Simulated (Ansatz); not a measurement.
## Binding across the interface in graphene/h-AlN heterobilayer (68 atoms)

How much energy holds the two parts of graphene/h-AlN heterobilayer (68 atoms) together, and how does it fall off with distance?

Calculated with Ansatz 0.2.0; Kohn-Sham DFT, LDA, PAW (set soft_2), plane waves.

## 1. Set-up

The cell holds 68 atoms: 42 C, 13 Al and 13 N. Cell: a = 11.279 Å, b = 11.279 Å, c = 19.440 Å, α = 90.0°, β = 90.0°, γ = 120.0°. It derives from C and AlN. 21 cells of graphene (a = 2.46 Å, strained +0.05 %) and 13 cells of h-AlN (a = 3.13 Å, -0.05 %) on one hexagonal cell, twist 57.00 deg; facing planes 3.44 Å apart; 16 Å of vacuum; displaced by a Gaussian of 0.01 Å. Regions: layer 1, 42 atoms (42 C); layer 2, 26 atoms (13 Al and 13 N). Vacuum lies along c.

Structure file:

```cif
data_structure
_symmetry_space_group_name_H-M 'P 1'
_symmetry_Int_Tables_number 1
_cell_length_a 11.2793
_cell_length_b 11.2793
_cell_length_c 19.4400
_cell_angle_alpha 90.000
_cell_angle_beta 90.000
_cell_angle_gamma 120.000
_cell_volume 2141.86
loop_
_atom_site_label
_atom_site_type_symbol
_atom_site_fract_x
_atom_site_fract_y
_atom_site_fract_z
_atom_site_occupancy
C1 C 0.09688 0.14303 0.41041 1
C2 C 0.14178 0.04709 0.41142 1
C3 C 0.14206 0.37869 0.41092 1
C4 C 0.19092 0.28501 0.41191 1
C5 C 0.18849 0.61705 0.41091 1
C6 C 0.23797 0.52283 0.41236 1
C7 C 0.23738 0.85662 0.41147 1
C8 C 0.28615 0.76167 0.41249 1
C9 C 0.28560 0.09428 0.41191 1
C10 C 0.33209 0.00013 0.41064 1
C11 C 0.33397 0.33389 0.41177 1
C12 C 0.38225 0.23879 0.41224 1
C13 C 0.37974 0.57145 0.41173 1
C14 C 0.42798 0.47458 0.41207 1
C15 C 0.42896 0.80938 0.41092 1
C16 C 0.47477 0.71117 0.41283 1
C17 C 0.47563 0.04805 0.41108 1
C18 C 0.52373 0.95076 0.41165 1
C19 C 0.52421 0.28594 0.41163 1
C20 C 0.57220 0.18977 0.41198 1
C21 C 0.57314 0.52493 0.41137 1
C22 C 0.61797 0.42804 0.41150 1
C23 C 0.61849 0.76042 0.41191 1
C24 C 0.66718 0.66649 0.41129 1
C25 C 0.66862 0.00028 0.41184 1
C26 C 0.71436 0.90469 0.41096 1
C27 C 0.71435 0.23788 0.41181 1
C28 C 0.76260 0.14100 0.41007 1
C29 C 0.76297 0.47568 0.41030 1
C30 C 0.80965 0.38114 0.41134 1
C31 C 0.80977 0.71478 0.41135 1
C32 C 0.85922 0.62063 0.41151 1
C33 C 0.85445 0.95121 0.41158 1
C34 C 0.90338 0.85689 0.41209 1
C35 C 0.90426 0.19040 0.41112 1
C36 C 0.95247 0.09474 0.41134 1
C37 C 0.95319 0.42970 0.41205 1
C38 C 0.99929 0.33280 0.41060 1
C39 C 0.00063 0.66823 0.41064 1
C40 C 0.04750 0.57119 0.41101 1
C41 C 0.04813 0.90367 0.41060 1
C42 C 0.09496 0.80983 0.41113 1
Al43 Al 0.11463 0.36964 0.58852 1
N44 N 0.16427 0.24140 0.58811 1
Al45 Al 0.18981 0.67727 0.58877 1
N46 N 0.24261 0.55032 0.58831 1
Al47 Al 0.26863 0.98752 0.58845 1
N48 N 0.31934 0.85676 0.58743 1
Al49 Al 0.34533 0.29323 0.58855 1
N50 N 0.39966 0.16686 0.58817 1
Al51 Al 0.42162 0.60151 0.58867 1
N52 N 0.47159 0.47270 0.58855 1
Al53 Al 0.49894 0.90903 0.58927 1
N54 N 0.54874 0.77955 0.58895 1
Al55 Al 0.57639 0.21745 0.58764 1
N56 N 0.62607 0.08666 0.58811 1
Al57 Al 0.65280 0.52435 0.58846 1
N58 N 0.70245 0.39569 0.58881 1
Al59 Al 0.72967 0.83399 0.58818 1
N60 N 0.78123 0.70414 0.58714 1
Al61 Al 0.80481 0.13874 0.58869 1
N62 N 0.85861 0.01263 0.58845 1
Al63 Al 0.88448 0.44846 0.58856 1
N64 N 0.93461 0.31907 0.58827 1
Al65 Al 0.95987 0.75248 0.58778 1
N66 N 0.01080 0.62592 0.58850 1
Al67 Al 0.03663 0.06369 0.58818 1
N68 N 0.08968 0.93405 0.58860 1
```

## 2. Single point at the start

The forces at the start show how far the geometry lies from a minimum of this functional.

input.yaml

```yaml
crystal:
  lattice:
    - [11.2793, 0.0, 0.0]
    - [-5.63965, 9.76816, 0.0]
    - [0.0, 0.0, 19.44]
  atoms:
    - { symbol: C, position: [0.09688, 0.14303, 0.41041] }
    - { symbol: C, position: [0.14178, 0.04709, 0.41142] }
    - { symbol: C, position: [0.14206, 0.37869, 0.41092] }
    - { symbol: C, position: [0.19092, 0.28501, 0.41191] }
    - { symbol: C, position: [0.18849, 0.61705, 0.41091] }
    - { symbol: C, position: [0.23797, 0.52283, 0.41236] }
    - { symbol: C, position: [0.23738, 0.85662, 0.41147] }
    - { symbol: C, position: [0.28615, 0.76167, 0.41249] }
    - { symbol: C, position: [0.2856, 0.09428, 0.41191] }
    - { symbol: C, position: [0.33209, 0.00013, 0.41064] }
    - { symbol: C, position: [0.33397, 0.33389, 0.41177] }
    - { symbol: C, position: [0.38225, 0.23879, 0.41224] }
    - { symbol: C, position: [0.37974, 0.57145, 0.41173] }
    - { symbol: C, position: [0.42798, 0.47458, 0.41207] }
    - { symbol: C, position: [0.42896, 0.80938, 0.41092] }
    - { symbol: C, position: [0.47477, 0.71117, 0.41283] }
    - { symbol: C, position: [0.47563, 0.04805, 0.41108] }
    - { symbol: C, position: [0.52373, 0.95076, 0.41165] }
    - { symbol: C, position: [0.52421, 0.28594, 0.41163] }
    - { symbol: C, position: [0.5722, 0.18977, 0.41198] }
    - { symbol: C, position: [0.57314, 0.52493, 0.41137] }
    - { symbol: C, position: [0.61797, 0.42804, 0.4115] }
    - { symbol: C, position: [0.61849, 0.76042, 0.41191] }
    - { symbol: C, position: [0.66718, 0.66649, 0.41129] }
    - { symbol: C, position: [0.66862, 0.00028, 0.41184] }
    - { symbol: C, position: [0.71436, 0.90469, 0.41096] }
    - { symbol: C, position: [0.71435, 0.23788, 0.41181] }
    - { symbol: C, position: [0.7626, 0.141, 0.41007] }
    - { symbol: C, position: [0.76297, 0.47568, 0.4103] }
    - { symbol: C, position: [0.80965, 0.38114, 0.41134] }
    - { symbol: C, position: [0.80977, 0.71478, 0.41135] }
    - { symbol: C, position: [0.85922, 0.62063, 0.41151] }
    - { symbol: C, position: [0.85445, 0.95121, 0.41158] }
    - { symbol: C, position: [0.90338, 0.85689, 0.41209] }
    - { symbol: C, position: [0.90426, 0.1904, 0.41112] }
    - { symbol: C, position: [0.95247, 0.09474, 0.41134] }
    - { symbol: C, position: [0.95319, 0.4297, 0.41205] }
    - { symbol: C, position: [0.99929, 0.3328, 0.4106] }
    - { symbol: C, position: [0.00063, 0.66823, 0.41064] }
    - { symbol: C, position: [0.0475, 0.57119, 0.41101] }
    - { symbol: C, position: [0.04813, 0.90367, 0.4106] }
    - { symbol: C, position: [0.09496, 0.80983, 0.41113] }
    - { symbol: Al, position: [0.11463, 0.36964, 0.58852] }
    - { symbol: "N", position: [0.16427, 0.2414, 0.58811] }
    - { symbol: Al, position: [0.18981, 0.67727, 0.58877] }
    - { symbol: "N", position: [0.24261, 0.55032, 0.58831] }
    - { symbol: Al, position: [0.26863, 0.98752, 0.58845] }
    - { symbol: "N", position: [0.31934, 0.85676, 0.58743] }
    - { symbol: Al, position: [0.34533, 0.29323, 0.58855] }
    - { symbol: "N", position: [0.39966, 0.16686, 0.58817] }
    - { symbol: Al, position: [0.42162, 0.60151, 0.58867] }
    - { symbol: "N", position: [0.47159, 0.4727, 0.58855] }
    - { symbol: Al, position: [0.49894, 0.90903, 0.58927] }
    - { symbol: "N", position: [0.54874, 0.77955, 0.58895] }
    - { symbol: Al, position: [0.57639, 0.21745, 0.58764] }
    - { symbol: "N", position: [0.62607, 0.08666, 0.58811] }
    - { symbol: Al, position: [0.6528, 0.52435, 0.58846] }
    - { symbol: "N", position: [0.70245, 0.39569, 0.58881] }
    - { symbol: Al, position: [0.72967, 0.83399, 0.58818] }
    - { symbol: "N", position: [0.78123, 0.70414, 0.58714] }
    - { symbol: Al, position: [0.80481, 0.13874, 0.58869] }
    - { symbol: "N", position: [0.85861, 0.01263, 0.58845] }
    - { symbol: Al, position: [0.88448, 0.44846, 0.58856] }
    - { symbol: "N", position: [0.93461, 0.31907, 0.58827] }
    - { symbol: Al, position: [0.95987, 0.75248, 0.58778] }
    - { symbol: "N", position: [0.0108, 0.62592, 0.5885] }
    - { symbol: Al, position: [0.03663, 0.06369, 0.58818] }
    - { symbol: "N", position: [0.08968, 0.93405, 0.5886] }
kpoints:
  mp_grid: { grid: [3, 3, 1] }
hamiltonian:
  xc: lda
scf:
  occupations: { method: fermi_dirac, width: 0.025 }
output:
  forces: true
```

Launch:

```sh
ansatz run input.yaml --threads 8 --pin off --max-ram 15872MiB --backend cpu --events-out ev --progress --plain --runs-dir out
```

The program printed:

```text
[...]
Pseudopotentials: kind: paw
Pseudopotential: C, paw, valence charge 4, recommended cutoff 420 eV (normal), C.paw.azcp
Pseudopotential: Al, paw, valence charge 3, recommended cutoff 420 eV (normal), Al.paw.azcp
Pseudopotential: N, paw, valence charge 5, recommended cutoff 420 eV (normal), N.paw.azcp
[... 3 lines on functional and potentials left out ...]
Crystal: 68 atoms, lattice volume = 2141.860 Å³
Basis set: ecut = 420 eV, 41855 PW (Γ)
Bands: 204, of which v1, the nominal top of the filled ones, is band 136 counted from 1 (135 counted from 0)
Symmetry: 1 space group operations
Space group: P1 (ITA 1), of the structure as read, at distance tolerance 1.3e-4 Å
k-points: 5 of 9 (time reversal used)
[... 10 lines on functional and potentials left out ...]
Initial density: superposition of atomic densities (neutral atoms: chi_scale 0, normalization atom), corrected by the library's trained network
Initial wavefunctions: pseudopotential atomic-orbital guess
[...]
SCF iter   1: F=—  HF=-21755.932050 eV  |F-HF|=—  |Δ(HF+E_count)|=         —  Δρ=4.34e-3  dr2=3.37e-1  ethr=1.77e-3  ⟨swp⟩=11.8  Hψ=6933  notcnv=0  defer=188
preconditioner: auto → LDOS  [metal: Δε(μ)=0.029 eV  Ē_g=12.878 eV  σ=0.025 eV  W_gap=0.28  n_scr=250 (ndim 8)  ℏωp=13.2 eV  f_vac=0.619  D(μ)=5.89/eV (n_scr^D=10)  β→1.0]
[...]
SCF iter   9: F=—  HF=-21755.838293 eV  |F-HF|=—  |Δ(HF+E_count)|=   4.73e-7  Δρ=1.91e-6  dr2=1.39e-7  ethr=3.17e-10  ⟨swp⟩=2.0  Hψ=1279  notcnv=0  defer=307
SCF iter  10: F=-21755.838293 eV  HF=-21755.838293 eV  |F-HF|=5.06e-9  |Δ(HF+E_count)|=   3.37e-8  Δρ=9.60e-7  dr2=3.21e-8  ethr=3.68e-11  ⟨swp⟩=4.0  Hψ=2708  notcnv=0
SCF 1 converged in 10 iterations: F = -21755.838293 eV  dr2 = 3.21e-8
[...]
SCF converged after 10 iterations
Free energy (F): -21755.838293 eV
Harris-Foulkes:  -21755.838293 eV  (|F-HF|=5.06e-9)
Internal energy: -21755.826906 eV  (E = F + TS)
E sigma→0 (E₀):  -21755.832600 eV
Entropy (-TS):   -0.011387 eV (-0.167 meV/atom)
Fermi energy:    -1.162815 eV
--- Per-component energies (eV) ---
[...]
Σ components = -21755.838293   (vs F -21755.838293, Δ=0.00e0)
--- Forces (eV/Å), atoms counted from 1 ---
  atom   1  C     -1.04990802    -0.35060984     0.35674964
  atom   2  C      1.11869163    -0.20337261    -0.15639682
  atom   3  C     -0.15967664     0.67828349     0.21477449
  atom   4  C     -0.06978491     0.00128187    -0.32166523
[...]
atom  68  N     -0.57995111     0.02638886    -0.01640383
  max |Σ_I F_I| component: 9.53e-5 eV/Å
```

Elapsed: 41 s, on 8 threads of Arm Neoverse V1, shared host; peak memory 8.2 GiB; 5.4 min of CPU time.

The r.m.s. force at the start is 0.47 eV/Å.

## 3. Relaxation

With the cell held, the atoms are moved downhill towards a nearby minimum.

input.yaml

```yaml
crystal:
  lattice:
    - [11.2793, 0.0, 0.0]
    - [-5.63965, 9.76816, 0.0]
    - [0.0, 0.0, 19.44]
  atoms:
    [... the 68 atom lines of step 2 ...]
kpoints:
  mp_grid: { grid: [3, 3, 1] }
hamiltonian:
  xc: lda
scf:
  occupations: { method: fermi_dirac, width: 0.025 }
output:
  forces: true
relax:
  f_tol: 0.05
  max_steps: 120
```

The program printed:

```text
[...]
Crystal: 68 atoms, lattice volume = 2141.860 Å³
Basis set: ecut = 420 eV, 41855 PW (Γ)
Bands: 204, of which v1, the nominal top of the filled ones, is band 136 counted from 1 (135 counted from 0)
Symmetry: 1 space group operations
[...]
k-points: 5 of 9 (time reversal used)
[...]
SCF iter   1: F=—  HF=-21755.932053 eV  |F-HF|=—  |Δ(HF+E_count)|=         —  Δρ=4.34e-3  dr2=3.37e-1  ethr=1.77e-3  ⟨swp⟩=11.8  Hψ=6933  notcnv=0  defer=188
[...]
SCF iter   6: F=—  HF=-21755.838274 eV  |F-HF|=—  |Δ(HF+E_count)|=   1.68e-4  Δρ=3.85e-5  dr2=3.40e-5  ethr=2.77e-7  ⟨swp⟩=2.0  Hψ=1318  notcnv=0  defer=307
SCF iter   7: F=-21755.838291 eV  HF=-21755.838289 eV  |F-HF|=2.32e-6  |Δ(HF+E_count)|=   1.52e-5  Δρ=9.70e-6  dr2=2.90e-6  ethr=1.25e-8  ⟨swp⟩=4.0  Hψ=2604  notcnv=0
SCF 1 converged in 7 iterations: F = -21755.838291 eV  dr2 = 2.90e-6
[...]
relax step   1: F+E_penalty+E_count = -21755.83829128 eV  Δ(F+E_penalty+E_count) = +0.000e0 eV  max|allowed force component| = 1.432e0 eV/Å  Δτ_max = 0.0000 Å  (7 SCF iters, dr2 threshold 6.25e-5 eV, accepted)
[...]
relax step   2: F+E_penalty+E_count = -21756.12092222 eV  Δ(F+E_penalty+E_count) = -2.826e-1 eV  max|allowed force component| = 7.419e-1 eV/Å  Δτ_max = 0.0534 Å  (6 SCF iters, dr2 threshold 1.00e-4 eV, accepted)
[...]
relax step   3: F+E_penalty+E_count = -21756.21411371 eV  Δ(F+E_penalty+E_count) = -9.319e-2 eV  max|allowed force component| = 4.647e-2 eV/Å  Δτ_max = 0.0315 Å  (6 SCF iters, dr2 threshold 3.44e-5 eV, accepted)
[...]
relax step   4: F+E_penalty+E_count = -21756.21411978 eV  Δ(F+E_penalty+E_count) = -6.068e-6 eV  max|allowed force component| = 4.659e-2 eV/Å  Δτ_max = 0.0000 Å  (5 SCF iters, accepted)
SCF converged after 5 iterations
Free energy (F): -21756.214120 eV
[...]
Internal energy: -21756.198816 eV  (E = F + TS)
E sigma→0 (E₀):  -21756.206468 eV
Entropy (-TS):   -0.015304 eV (-0.225 meV/atom)
Fermi energy:    -1.191519 eV
[...]
Σ components = -21756.214120   (vs F -21756.214120, Δ=0.00e0)
--- Forces (eV/Å), atoms counted from 1 ---
  atom   1  C     -0.02094054    -0.03513922     0.00456359
  atom   2  C     -0.03744041     0.00575702    -0.00503829
  atom   3  C      0.00798301    -0.00587659    -0.01675262
  atom   4  C     -0.01769366     0.04252163     0.01298861
[...]
atom  68  N      0.00785614     0.00281468    -0.00447175
  max |Σ_I F_I| component: 8.96e-4 eV/Å
--- Relaxed structure (4 steps of the walk, 4 accepted, 0 SCFs on fresh bases) ---
  F+E_penalty+E_count = -21756.21411978 eV   max|allowed force component| = 4.659e-2 eV/Å
  atoms:
    - { symbol: C, position: [0.095298, 0.142611, 0.410381] }
    - { symbol: C, position: [0.142852, 0.047266, 0.410476] }
    - { symbol: C, position: [0.142833, 0.380653, 0.410572] }
    - { symbol: C, position: [0.190435, 0.285306, 0.410420] }
[...]
- { symbol: N, position: [0.088530, 0.934416, 0.588720] }
```

The job ended after 1.9 min (8 threads; peak memory 8.2 GiB).

The relaxation converged after 4 steps, 0.376 eV below its start, with a largest force component of 0.047 eV/Å.

[end of part 1 of 3]

[Long decimals in the printed logs are rounded to 6 places.]

[Logs are printed without paths, hosts, clocks, repeated set-up lines and the standing remarks that a program may print on its own settings, such as how far it seeks lower states.]

[Hosts, paths, dates, database ids (printed as entryN), source tags and the programs' standing remarks are cut or masked in the printed files.]
